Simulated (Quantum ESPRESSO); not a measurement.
**HfN in Quantum ESPRESSO: the effect of functional**

HfN:

```
Hf N
1.0
     0.00000    2.25600    2.25600
     2.25600    0.00000    2.25600
     2.25600    2.25600    0.00000
Hf N
1 1
Cartesian
  0.0000 0.0000 0.0000
  2.2560 2.2560 2.2560
```

Alike in all runs:

```yaml
Program: Quantum ESPRESSO 7.5
Task: phonon dispersion
Cutoff: 612 eV
Density_cutoff: 4898 eV
k_mesh: 10 × 10 × 10
Occupations: cold, width 0.2 eV
Spin: no spin polarisation
```

Each run relaxes the cell or the atoms first.

| functional | potentials or basis | relaxed volume (Å³/atom) | highest phonon frequency (cm⁻¹) |
| --- | --- | --- | --- |
| LDA | GBRV 1.5 LDA | 11.13 | 548 |
| PBE | GBRV 1.5 PBE | ? | ? |
| PBEsol | GBRV 1.5 PBEsol | 11.37 | 534 |

What does the run with functional PBE give?

Relaxed volume 11.71 Å³/atom; highest phonon frequency 511 cm⁻¹.
